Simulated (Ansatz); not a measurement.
# SiC: random displacements

These are results of DFT r2SCAN, scalar-relativistic, plane waves, PAW in Ansatz, not measurements. The runs took a 500 eV cutoff, a Γ-centred 12×12×6 mesh and Gaussian smearing (0.05 eV). No spin polarisation. Energies are free energies at this smearing, counted from the undisturbed cell; pressure is positive in compression.

Zero of the scan (relaxed at this level):

```yaml
crystal:
  lattice:
    - [3.07520, 0.00000, 0.00000]
    - [-1.53760, 2.66320, 0.00000]
    - [0.00000, 0.00000, 5.04817]
  atoms:
    - { symbol: Si, position: [0.33333, 0.66667, 0.00460] }
    - { symbol: Si, position: [0.66667, 0.33333, 0.50460] }
    - { symbol: C, position: [0.33333, 0.66667, 0.38040] }
    - { symbol: C, position: [0.66667, 0.33333, 0.88040] }
```

The atoms are displaced (Å, in the unstrained cell):

```csv
atom,ux,uy,uz
Si1,-0.050,0.017,0.040
Si2,0.119,-0.123,-0.119
C3,0.000,0.059,0.055
C4,-0.068,0.047,0.025
```

Strain (Voigt, engineering shear): (-0.0306, 0.0422, -0.0079, -0.0039, 0.0095, 0.0350).

Question: What are the energy change, the stress and the forces?

Answer: ΔE = 242.2 meV/atom; stress (xx, yy, zz, yz, xz, xy; compression positive) (13.89, -7.09, -0.29, 4.09, -2.54, -4.34) GPa; gap on the mesh 1.21 eV.
| atom | Fx (eV/Å) | Fy | Fz |
| --- | --- | --- | --- |
| Si1 | -0.63 | 0.93 | -1.33 |
| Si2 | -1.68 | 4.19 | 3.71 |
| C3 | 1.00 | -3.73 | -1.88 |
| C4 | 1.31 | -1.40 | -0.50 |

Cost: 1 run of about 0.59 core-minutes, on Oxide Virtual Turin-like Processor (Zen 5) (shared hosts).